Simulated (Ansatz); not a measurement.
Bi₂S₃ in the tetradymite structure was relaxed with 3 functionals in the plane-wave code Ansatz, cell and atoms free, the symmetry of the start kept (meshes: PBE-D3(BJ) 8×8×8, r2SCAN+rVV10 6×6×6, PBE-D4 6×6×6). No spin polarisation and no zero-point or thermal motion; the cell was built from a prototype and may be hypothetical.

The PBE-D4 result:
```cif
data_structure
_symmetry_space_group_name_H-M 'R-3m:H'
_symmetry_Int_Tables_number 166
_cell_length_a 4.0129
_cell_length_b 4.0129
_cell_length_c 27.3496
_cell_angle_alpha 90.000
_cell_angle_beta 90.000
_cell_angle_gamma 120.000
_cell_volume 381.42
loop_
_atom_site_label
_atom_site_type_symbol
_atom_site_symmetry_multiplicity
_atom_site_Wyckoff_symbol
_atom_site_fract_x
_atom_site_fract_y
_atom_site_fract_z
_atom_site_occupancy
Bi1 Bi 6 c 0.33333 0.66667 0.06766 1
S1 S 6 c 0.00000 0.00000 0.21280 1
S2 S 3 a 0.00000 0.00000 0.00000 1
```

Space group R-3m (No. 166), trigonal; conventional cell a = 4.013 Å, c = 27.350 Å, 25.43 Å³ an atom. Bi is surrounded by 6 S at 2.73–2.97 Å; S is surrounded by 3 Bi at 2.73 Å; S is surrounded by 6 Bi at 2.97 Å.

(1) How does the cell change with PBE-D3(BJ)?

(2) What lattice does r2SCAN+rVV10 give?

Results:

(1) a = 4.013 Å, c = 27.428 Å; the volume differs by +0.3 % from PBE-D4's. Around Bi lie 6 S at 2.73–2.97 Å; around S lie 3 Bi at 2.73 Å; around S lie 6 Bi at 2.97 Å.

(2) a = 4.015 Å, c = 28.080 Å; the volume differs by +2.8 % from PBE-D4's. Bi has 6 S at 2.73–2.97 Å; S has 3 Bi at 2.73 Å; S has 6 Bi at 2.97 Å.
